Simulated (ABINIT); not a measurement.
# TePb (Pm-3m) in ABINIT: a series of runs

Aim: see how the results for TePb move with the level of theory and the settings. Levels: PBE, LDA, revPBE+D3, LDA-PZ. Tasks: equation of state.

Everything below comes from runs of ABINIT 10.8.3 (patched build). Logs are shortened: lines on timing, memory, paths and dates and some standing lists are left out, and cuts for length are marked. The log counts tension as positive stress, the text compression.

**1. The structure**

Symmetry: Pm-3m, No. 221, cubic system. Conventional cell: a = 4.002 Å, b = 4.002 Å, c = 4.002 Å, α = 90.00°, β = 90.00°, γ = 90.00°. Pb (site symmetry m-3m) has 8 Te at 3.47 Å as nearest neighbours. Around Te (site symmetry m-3m) lie 8 Pb at 3.47 Å.

Measurements of this composition are mostly on another form, of space group No. 225.

**2. Equation of state, PBE**

Contents of run.abi:

```
# Datasets: one volume each
ndtset 7
getwfk -1
scalecart1 3*0.9795861087
scalecart2 3*0.9864848297
scalecart3 3*0.9932883884
scalecart4 3*1.0000000000
scalecart5 3*1.0066227096
scalecart6 3*1.0131594038
scalecart7 3*1.0196128224

# Pseudopotentials
pp_dirpath "./"
pseudos "Pb.GGA_PBE-JTH.xml, Te.GGA_PBE-JTH.xml"

# Structure
acell 3*1.0 Angstrom
rprim
     4.0022870000     0.0000000000     0.0000000000
     0.0000000000     4.0022870000     0.0000000000
     0.0000000000     0.0000000000     4.0022870000
ntypat 2
znucl 82 52
natom 2
typat 1 2
xred
     0.0000000000     0.0000000000     0.0000000000
     0.5000000000     0.5000000000     0.5000000000

# Plane-wave basis
ecut 23.0
pawecutdg 45.0

# k points
kptopt 1
ngkpt 7 7 7
nshiftk 1
shiftk 0.0 0.0 0.0

# Exchange and correlation
ixc 11

# Bands and occupations
nband 14
occopt 3
tsmear 0.00183747

# SCF cycle
nstep 100
tolvrs 1.0e-9

# Output
iomode 3
prtwf 1
prtden 0
prteig 0
prtebands 0
```

Potentials or basis: JTH PAW PBE v2.0.

The run is started by

```bash
abinit run.abi > log 2>&1
```

run.abo:

```text
.Version 10.8.3 of ABINIT
 DATASET    1 : space group Pm -3 m (#221); Bravais cP (primitive cubic)
================================================================================
 Values of the parameters that define the memory need for DATASET  1.
     intxc =       0    ionmov =       0      iscf =      17    lmnmax =      18
     lnmax =       6     mgfft =      32  mpssoang =       3    mqgrid =    3001
     natom =       2  nloc_mem =       2    nspden =       1   nspinor =       1
    nsppol =       1      nsym =      48    n1xccc =       1    ntypat =       2
    occopt =       3   xclevel =       2
       mpw =        2170          nfft =       32768          nkpt =          20
 PAW method is used; the additional fine FFT grid is defined by:
   mgfftf=        48    nfftf =    110592
================================================================================
================================================================================
[... 71 lines left out ...]
 DATASET    7 : space group Pm -3 m (#221); Bravais cP (primitive cubic)
================================================================================
 Values of the parameters that define the memory need for DATASET  7.
     intxc =       0    ionmov =       0      iscf =      17    lmnmax =      18
     lnmax =       6     mgfft =      36  mpssoang =       3    mqgrid =    3001
     natom =       2  nloc_mem =       2    nspden =       1   nspinor =       1
    nsppol =       1      nsym =      48    n1xccc =       1    ntypat =       2
    occopt =       3   xclevel =       2
       mpw =        2437          nfft =       46656          nkpt =          20
 PAW method is used; the additional fine FFT grid is defined by:
   mgfftf=        48    nfftf =    110592
================================================================================
================================================================================

--------------------------------------------------------------------------------
------------- Echo of variables that govern the present computation ------------
--------------------------------------------------------------------------------
 -outvars: echo values of preprocessed input variables --------
            acell      1.8897261259E+00  1.8897261259E+00  1.8897261259E+00 Bohr
              amu      2.07200000E+02  1.27600000E+02
             ecut      2.30000000E+01 Hartree
           getwfk          -1
              ixc          11
           jdtset        1    2    3    4    5    6    7
         kptrlatt        7    0    0      0    7    0      0    0    7
          kptrlen1     5.18618200E+01
          kptrlen2     5.22270561E+01
          kptrlen3     5.25872541E+01
          kptrlen4     5.29425842E+01
          kptrlen5     5.32932075E+01
          kptrlen6     5.36392770E+01
          kptrlen7     5.39809377E+01
            natom           2
            nband          14
           ndtset           7
            ngfft1         32      32      32
            ngfft2         36      36      36
            ngfft3         36      36      36
            ngfft4         36      36      36
            ngfft5         36      36      36
            ngfft6         36      36      36
            ngfft7         36      36      36
          ngfftdg          48      48      48
             nkpt          20
            nstep         100
             nsym          48
           ntypat           2
           occopt           3
        pawecutdg      4.50000000E+01 Hartree
         pawxcdev           0
           prtden           0
        prtebands           0
           prteig           0
            rprim1     3.9205847482E+00  0.0000000000E+00  0.0000000000E+00
                       0.0000000000E+00  3.9205847482E+00  0.0000000000E+00
                       0.0000000000E+00  0.0000000000E+00  3.9205847482E+00
            rprim2     3.9481954096E+00  0.0000000000E+00  0.0000000000E+00
                       0.0000000000E+00  3.9481954096E+00  0.0000000000E+00
                       0.0000000000E+00  0.0000000000E+00  3.9481954096E+00
            rprim3     3.9754252041E+00  0.0000000000E+00  0.0000000000E+00
                       0.0000000000E+00  3.9754252041E+00  0.0000000000E+00
                       0.0000000000E+00  0.0000000000E+00  3.9754252041E+00
            rprim4     4.0022870000E+00  0.0000000000E+00  0.0000000000E+00
                       0.0000000000E+00  4.0022870000E+00  0.0000000000E+00
                       0.0000000000E+00  0.0000000000E+00  4.0022870000E+00
            rprim5     4.0287929845E+00  0.0000000000E+00  0.0000000000E+00
                       0.0000000000E+00  4.0287929845E+00  0.0000000000E+00
                       0.0000000000E+00  0.0000000000E+00  4.0287929845E+00
            rprim6     4.0549547108E+00  0.0000000000E+00  0.0000000000E+00
                       0.0000000000E+00  4.0549547108E+00  0.0000000000E+00
                       0.0000000000E+00  0.0000000000E+00  4.0549547108E+00
            rprim7     4.0807831441E+00  0.0000000000E+00  0.0000000000E+00
                       0.0000000000E+00  4.0807831441E+00  0.0000000000E+00
                       0.0000000000E+00  0.0000000000E+00  4.0807831441E+00
          spgroup         221
           tolvrs      1.00000000E-09
           tsmear      1.83747000E-03 Hartree
            typat      1  2
           useylm           1
           xangst1     0.0000000000E+00  0.0000000000E+00  0.0000000000E+00
                       1.9602923741E+00  1.9602923741E+00  1.9602923741E+00
           xangst2     0.0000000000E+00  0.0000000000E+00  0.0000000000E+00
                       1.9740977048E+00  1.9740977048E+00  1.9740977048E+00
           xangst3     0.0000000000E+00  0.0000000000E+00  0.0000000000E+00
                       1.9877126021E+00  1.9877126021E+00  1.9877126021E+00
           xangst4     0.0000000000E+00  0.0000000000E+00  0.0000000000E+00
                       2.0011435000E+00  2.0011435000E+00  2.0011435000E+00
           xangst5     0.0000000000E+00  0.0000000000E+00  0.0000000000E+00
                       2.0143964923E+00  2.0143964923E+00  2.0143964923E+00
           xangst6     0.0000000000E+00  0.0000000000E+00  0.0000000000E+00
                       2.0274773554E+00  2.0274773554E+00  2.0274773554E+00
           xangst7     0.0000000000E+00  0.0000000000E+00  0.0000000000E+00
                       2.0403915721E+00  2.0403915721E+00  2.0403915721E+00
            xcart1     0.0000000000E+00  0.0000000000E+00  0.0000000000E+00
                       3.7044157138E+00  3.7044157138E+00  3.7044157138E+00
            xcart2     0.0000000000E+00  0.0000000000E+00  0.0000000000E+00
                       3.7305040079E+00  3.7305040079E+00  3.7305040079E+00
            xcart3     0.0000000000E+00  0.0000000000E+00  0.0000000000E+00
                       3.7562324349E+00  3.7562324349E+00  3.7562324349E+00
            xcart4     0.0000000000E+00  0.0000000000E+00  0.0000000000E+00
                       3.7816131536E+00  3.7816131536E+00  3.7816131536E+00
            xcart5     0.0000000000E+00  0.0000000000E+00  0.0000000000E+00
                       3.8066576794E+00  3.8066576794E+00  3.8066576794E+00
            xcart6     0.0000000000E+00  0.0000000000E+00  0.0000000000E+00
                       3.8313769281E+00  3.8313769281E+00  3.8313769281E+00
            xcart7     0.0000000000E+00  0.0000000000E+00  0.0000000000E+00
                       3.8557812608E+00  3.8557812608E+00  3.8557812608E+00
             xred      0.0000000000E+00  0.0000000000E+00  0.0000000000E+00
                       5.0000000000E-01  5.0000000000E-01  5.0000000000E-01
            znucl       82.00000   52.00000

================================================================================

 chkinp: Checking input parameters for consistency, jdtset=   1.

 chkinp: Checking input parameters for consistency, jdtset=   2.
[... 40 lines left out ...]
 getcut: wavevector=  0.0000  0.0000  0.0000  ngfft=  48  48  48
         ecut(hartree)=     45.000   => boxcut(ratio)=   2.14546

--- Pseudopotential description ------------------------------------------------
- pspini: atom type   1  psp file is ./Pb.GGA_PBE-JTH.xml
 Pseudopotential format is: paw10
 basis_size (lnmax)=  6 (lmn_size= 18), orbitals=   0   0   1   1   2   2
 Spheres core radius: rc_sph= 2.40264019
 Shapefunction is BESSEL type: shapef(r,l)=aa(1,l)*jl(q(1,l)*r)+aa(2,l)*jl(q(2,l)*r)
 Radius for shape functions =  2.00872932
 Compensation charge density is not taken into account in XC energy/potential

- pspini: atom type   2  psp file is ./Te.GGA_PBE-JTH.xml
 Pseudopotential format is: paw10
 basis_size (lnmax)=  4 (lmn_size=  8), orbitals=   0   0   1   1
 Spheres core radius: rc_sph= 2.31107438
 Shapefunction is SIN type: shapef(r)=[sin(pi*r/rshp)/(pi*r/rshp)]**2
 Radius for shape functions =  2.10488624
 Compensation charge density is not taken into account in XC energy/potential

   2.67418901E+03                                ecore*ucvol(ha*bohr**3)
--------------------------------------------------------------------------------

================================================================================

--- !BeginCycle
iteration_state: {dtset: 1, }
solver: {iscf: 17, nstep: 100, nline: 4, wfoptalg: 10, }
tolerances: {tolvrs: 1.00E-09, }
...
[... 1255 lines left out ...]
-Cartesian components of stress tensor (GPa)         [Pressure= -2.1502E+00 GPa]
- sigma(1 1)=  2.15021573E+00  sigma(3 2)=  0.00000000E+00
- sigma(2 2)=  2.15021573E+00  sigma(3 1)=  0.00000000E+00
- sigma(3 3)=  2.15021573E+00  sigma(2 1)=  0.00000000E+00

== END DATASET(S) ==============================================================
================================================================================

 -outvars: echo values of variables after computation  --------
            acell      1.8897261259E+00  1.8897261259E+00  1.8897261259E+00 Bohr
           etotal1    -6.9536932573E+01
           etotal2    -6.9537597348E+01
           etotal3    -6.9537973409E+01
           etotal4    -6.9538086953E+01
           etotal5    -6.9537964896E+01
           etotal6    -6.9537626683E+01
           etotal7    -6.9537095151E+01
            fcart1    -0.0000000000E+00 -0.0000000000E+00 -0.0000000000E+00
                      -0.0000000000E+00 -0.0000000000E+00 -0.0000000000E+00
            fcart2    -0.0000000000E+00 -0.0000000000E+00 -0.0000000000E+00
                      -0.0000000000E+00 -0.0000000000E+00 -0.0000000000E+00
            fcart3    -0.0000000000E+00 -0.0000000000E+00 -0.0000000000E+00
                      -0.0000000000E+00 -0.0000000000E+00 -0.0000000000E+00
            fcart4    -0.0000000000E+00 -0.0000000000E+00 -0.0000000000E+00
                      -0.0000000000E+00 -0.0000000000E+00 -0.0000000000E+00
            fcart5    -0.0000000000E+00 -0.0000000000E+00 -0.0000000000E+00
                      -0.0000000000E+00 -0.0000000000E+00 -0.0000000000E+00
[... 38 lines left out ...]
                       0.0000000000E+00  0.0000000000E+00  0.0000000000E+00
           xangst1     0.0000000000E+00  0.0000000000E+00  0.0000000000E+00
                       1.9602923741E+00  1.9602923741E+00  1.9602923741E+00
           xangst2     0.0000000000E+00  0.0000000000E+00  0.0000000000E+00
                       1.9740977048E+00  1.9740977048E+00  1.9740977048E+00
           xangst3     0.0000000000E+00  0.0000000000E+00  0.0000000000E+00
                       1.9877126021E+00  1.9877126021E+00  1.9877126021E+00
           xangst4     0.0000000000E+00  0.0000000000E+00  0.0000000000E+00
                       2.0011435000E+00  2.0011435000E+00  2.0011435000E+00
           xangst5     0.0000000000E+00  0.0000000000E+00  0.0000000000E+00
                       2.0143964923E+00  2.0143964923E+00  2.0143964923E+00
           xangst6     0.0000000000E+00  0.0000000000E+00  0.0000000000E+00
                       2.0274773554E+00  2.0274773554E+00  2.0274773554E+00
           xangst7     0.0000000000E+00  0.0000000000E+00  0.0000000000E+00
                       2.0403915721E+00  2.0403915721E+00  2.0403915721E+00
             xred      0.0000000000E+00  0.0000000000E+00  0.0000000000E+00
                       5.0000000000E-01  5.0000000000E-01  5.0000000000E-01
 Calculation completed.
```

Wall time 97 s (1 thread of Arm Neoverse V2, shared host); peak memory 0.16 GiB.

Results:

```
Equilibrium volume                      : 32.03 Å³/atom
Bulk modulus                            : 40 GPa
Pressure derivative of the bulk modulus : 4.0
```

Energy against volume, from the lowest point:
| volume (Å³/atom) | energy (meV/atom) |
| --- | --- |
| 30.132 | 15.71 |
| 30.773 | 6.66 |
| 31.414 | 1.54 |
| 32.055 | 0.00 |
| 32.696 | 1.66 |
| 33.337 | 6.26 |
| 33.978 | 13.49 |

Caveat: pressures at fixed basis lie under the slope of the energies. The run has no spin-orbit coupling, so splittings on Pb, Te are missing.

**3. Equation of state, PBE**

Edit run.abi of step 2 so:

```diff
@@ -1,2 +1 @@
-# Datasets: one volume each
 ndtset 7
@@ -11,7 +10,5 @@
 
-# Pseudopotentials
 pp_dirpath "./"
-pseudos "Pb.GGA_PBE-JTH.xml, Te.GGA_PBE-JTH.xml"
+pseudos "Pb.GGA_PBE-JTH_sp.xml, Te.GGA_PBE-JTH.xml"
 
-# Structure
 acell 3*1.0 Angstrom
@@ -29,7 +26,5 @@
 
-# Plane-wave basis
-ecut 23.0
-pawecutdg 45.0
+ecut 15.0
+pawecutdg 30.0
 
-# k points
 kptopt 1
@@ -39,7 +34,5 @@
 
-# Exchange and correlation
 ixc 11
 
-# Bands and occupations
-nband 14
+nband 9
 occopt 3
@@ -47,3 +40,2 @@
 
-# SCF cycle
 nstep 100
@@ -51,3 +43,2 @@
 
-# Output
 iomode 3
@@ -57 +48,2 @@
 prtebands 0
+enunit 1
```

Potentials or basis: JTH PAW PBE v2.0 sp.

The run is started by

```bash
abinit run.abi > log 2>&1
```

Wall time 36 s (1 thread of Arm Neoverse V2, shared host); peak memory 0.14 GiB.

It converged, with:

```
Equilibrium volume                      : 32.01 Å³/atom
Bulk modulus                            : 41 GPa
Pressure derivative of the bulk modulus : 4.0
```

Energy against volume, from the lowest point:
| volume (Å³/atom) | energy (meV/atom) |
| --- | --- |
| 30.132 | 15.69 |
| 30.773 | 6.57 |
| 31.414 | 1.46 |
| 32.055 | 0.00 |
| 32.696 | 1.81 |
| 33.337 | 6.61 |
| 33.978 | 14.08 |

Caveat: pressures at fixed basis lie under the slope of the energies; this set keeps more shells in the core, which shifts pressures and gaps. The run has no spin-orbit coupling, so splittings on Pb, Te are missing.

(Continued in part 2 of 2.)
